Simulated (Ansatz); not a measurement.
**Formation energy of PbF₂ (fluorite structure)**

Computed with Ansatz (plane waves, PAW, 420 eV cutoff): PBE, scalar-relativistic, no spin polarisation, 10×10×10 k-mesh, Gaussian smearing of 0.05 eV; PAW files: Ansatz's generated set soft_2.

The start was a prototype's sites filled with these elements; the Crystallography Open Database holds the compound in this structure.

It takes space group Fm-3m (No. 225, cubic). Conventional cell: a = 6.001 Å, b = 6.001 Å, c = 6.001 Å, α = 90.00°, β = 90.00°, γ = 90.00°. Around Pb (site symmetry m-3m) lie 8 F at 2.60 Å. F (site symmetry -43m) has 4 Pb at 2.60 Å as nearest neighbours. (Shells end 15 % past the nearest neighbour.)

The elements were computed in their standard states (gases as isolated molecules) with the same datasets, cutoff and functional. Absolute energies hang on the potentials; compare differences alone.

Energy of the relaxed cell (3 atoms, smearing extrapolated to zero): -13524.712 eV. Elements, in eV/atom: Pb -11906.418, F -805.594.

Q: What is the formation energy?

A: [-13524.712 − (1 × -11906.418 + 2 × -805.594)] / 3 = -2.37 eV/atom, or -229 kJ per mole of atoms.

The value is for 0 K, without zero-point energy and without any correction for the binding of gas molecules. Uncorrected semilocal values for oxides, chalcogenides and halides often miss by tenths of an eV an atom. A negative value shows stability against the elements alone, not against other compounds or structures.

Bader charges against formal ones: Pb +1.58 (+2), F −0.79 (−1). The cations give up 79 % of the formal charge; Bader charges stay under formal ones because the anions' density reaches into the cations' basins.

No spin–orbit coupling, a notable omission for heavy elements. The relaxed cell is 4 % larger in volume than the cell of this structure in the Crystallography Open Database (17.38 Å³/atom, 2011).
